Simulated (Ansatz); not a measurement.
# ZrC: stress in a strained cell

ZrC is deformed so: equal xy, yz and zx engineering shear strains of +3 %. What stress and forces result, by LAPW, PAW and all-electron datasets made for the crystal?

Program: Ansatz 0.2.0. Level of theory: DFT PBE, scalar-relativistic. These are calculated values, not measurements.

## (1) The starting structure

Symmetry: Fm-3m, No. 225, cubic system. Conventional cell: a = 4.700 Å, b = 4.700 Å, c = 4.700 Å, α = 90.00°, β = 90.00°, γ = 90.00°. Zr (site symmetry m-3m) has 6 C at 2.35 Å as nearest neighbours. Around C (site symmetry m-3m) lie 6 Zr at 2.35 Å.

As a file:

```
CELL_PARAMETERS angstrom
0.00000 2.35021 2.35021
2.35021 0.00000 2.35021
2.35021 2.35021 0.00000
ATOMIC_POSITIONS crystal
Zr 0.50000 0.50000 0.50000
C 0.00000 0.00000 0.00000
```

Atoms are numbered in the order of the input: Zr1, C2.

## (2) After the deformation

Space group Fm-3m before, R-3m after.

## (3) All-electron LAPW

input.yaml reads:

```yaml
crystal:
  lattice:
    - [0.0705063, 2.38546315, 2.38546315]
    - [2.38546315, 0.0705063, 2.38546315]
    - [2.38546315, 2.38546315, 0.0705063]
  atoms:
    - { symbol: Zr, position: [0.5, 0.5, 0.5] }
    - { symbol: C, position: [0.0, 0.0, 0.0] }
kpoints:
  mp_grid: { grid: [15, 15, 15] }
  band_path:
    path:
      - [0.0, 0.0, 0.0]
      - [0.5, 0.5, 0.5]
      - [0.2428775097, 0.5, 0.7571224903]
      - [-0.2428775097, 0.2428775097, 0.5]
      - [0.0, 0.0, 0.5]
      - [0.0, 0.0, 0.0]
      - [-0.3714387548, 0.0, 0.3714387548]
      - [0.0, 0.3714387548, 0.6285612452]
      - [0.0, 0.5, 0.5]
    npoints: 5
scf:
  occupations: { method: fermi_dirac, width: 0.05 }
hamiltonian:
  xc: pbe
  pseudopotentials: { kind: all_electron, lapw: { basis_error: 0.00025 } }
output:
  forces: true
  stress: true
  eigenvalues: true
```

Launch:

```sh
ansatz run input.yaml --threads 1 --pin off --max-ram 3072MiB --backend cpu --events-out ev --progress --plain --runs-dir out
```

## (4) PAW with frozen cores

input.yaml reads:

```yaml
crystal:
  lattice:
    - [0.0705063, 2.38546315, 2.38546315]
    - [2.38546315, 0.0705063, 2.38546315]
    - [2.38546315, 2.38546315, 0.0705063]
  atoms:
    - { symbol: Zr, position: [0.5, 0.5, 0.5] }
    - { symbol: C, position: [0.0, 0.0, 0.0] }
kpoints:
  mp_grid: { grid: [15, 15, 15] }
scf:
  occupations: { method: fermi_dirac, width: 0.05 }
hamiltonian:
  xc: pbe
  pseudopotentials: { kind: paw }
output:
  forces: true
  stress: true
  eigenvalues: true
  efg: { contact_densities: true }
```

## (5) All-electron PAW on datasets made for the crystal

Edit input.yaml of step 4 so:

```diff
@@ -14,3 +14,3 @@
   xc: pbe
-  pseudopotentials: { kind: paw }
+  pseudopotentials: { kind: all_electron, datasets: crystal }
 output:
```

(Steps that only read results are left out.)

Before running it: what results should come out? Wanted: pressure; largest shear or deviatoric stress.

As calculated:

```
                                 quantity                                           value
                                 pressure  LAPW 1.40, PAW 1.34, crystal datasets 1.40 GPa
largest shear or deviatoric stress (LAPW)                                        4.80 GPa
```

What this shows: The largest part of the stress beyond the pressure is 4.80 GPa in size; the atoms are carried along and not relaxed. No run of the undeformed cell stands beside it, so the pressure holds what the given cell had before the change. PAW: stress within 0.06 GPa of LAPW. Crystal datasets: stress within 0.01 GPa of LAPW.
